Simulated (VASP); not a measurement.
The system is TiC.

```
Ti C
1.0
     0.00000    2.16572    2.16572
     2.16572    0.00000    2.16572
     2.16572    2.16572    0.00000
Ti C
1 1
Direct
  0.00000 0.00000 0.00000
  0.50000 0.50000 0.50000
```

The cell is a database's computed one.

```yaml
Program: VASP 6.6.1
Task: single point
Functional: PBEsol
Potentials_or_basis: VASP PAW PBE potentials, release 64 (Ti_sv, C)
Cutoff: 520 eV
k_mesh: 11 × 11 × 11
Occupations: fermi-dirac, width 0.05 eV
Spin: no spin polarisation
```

On this cell: pressure -6.5 GPa; largest force zero by symmetry; band gap on the k mesh none (metal or under the smearing width).

The same run follows on a disturbed copy (atoms moved at random, drawn with an rms of 0.05 Å):

```
CELL_PARAMETERS angstrom
0.00000 2.16572 2.16572
2.16572 0.00000 2.16572
2.16572 2.16572 0.00000
ATOMIC_POSITIONS crystal
Ti 0.98208 0.02153 0.99282
C 0.48439 0.50743 0.51417
```

Question: What does the disturbed cell give?

Answer: The energy (extrapolated to zero smearing) moves by +8.3 meV/atom; pressure -6.0 GPa; largest force 0.551 eV/Å; band gap on the k mesh none (metal or under the smearing width).

Forces in eV/Å, atoms in the order of the input:
```
Ti   0.147  0.474 -0.239
C   -0.147 -0.474  0.239
```

Stress tensor (GPa, compression positive):
```
-6.28 -0.13  0.07
-0.13 -5.61  0.21
 0.07  0.21 -6.16
```

Caveats: the PAW data sets were made with another functional, which shifts forces and pressure a little.
